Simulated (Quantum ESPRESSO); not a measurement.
TiPt3:

```
Pt Ti
1.0
     3.89700    0.00000    0.00000
     0.00000    3.89700    0.00000
     0.00000    0.00000    3.89700
Pt Ti
3 1
Direct
  0.50000 0.50000 0.00000
  0.50000 0.00000 0.50000
  0.00000 0.50000 0.50000
  0.00000 0.00000 0.00000
```

```yaml
Program: Quantum ESPRESSO 7.5
Task: single point
Functional: PBEsol
Potentials_or_basis: GBRV 1.5 PBEsol
Cutoff: 612 eV
Density_cutoff: 4898 eV
k_mesh: 7 × 7 × 7
Occupations: fermi-dirac, width 0.05 eV
Spin: no spin polarisation
```

On this cell: pressure -0.4 GPa; largest force zero by symmetry; band gap on the k mesh none (metal or under the smearing width).

The same run follows on a disturbed copy (atoms moved at random, drawn with an rms of 0.05 Å):

```
Pt Ti
1.0
     3.89700    0.00000    0.00000
     0.00000    3.89700    0.00000
     0.00000    0.00000    3.89700
Pt Ti
3 1
Direct
  0.49329 0.49556 0.01067
  0.50381 0.99229 0.48674
  0.00851 0.50969 0.50900
  0.98699 0.00532 0.00448
```

What changes?

The energy (extrapolated to zero smearing) moves by +18.6 meV/atom; pressure 0.6 GPa; largest force 0.995 eV/Å; band gap on the k mesh none (metal or under the smearing width).

Forces on the atoms (eV/Å):
```
Pt   0.357 -0.040 -0.732
Pt   0.017  0.621  0.778
Pt  -0.628 -0.493  0.034
Ti   0.254 -0.088 -0.080
```

Stress tensor (GPa, compression positive):
```
 0.34  0.07 -0.19
 0.07  0.73  0.06
-0.19  0.06  0.62
```
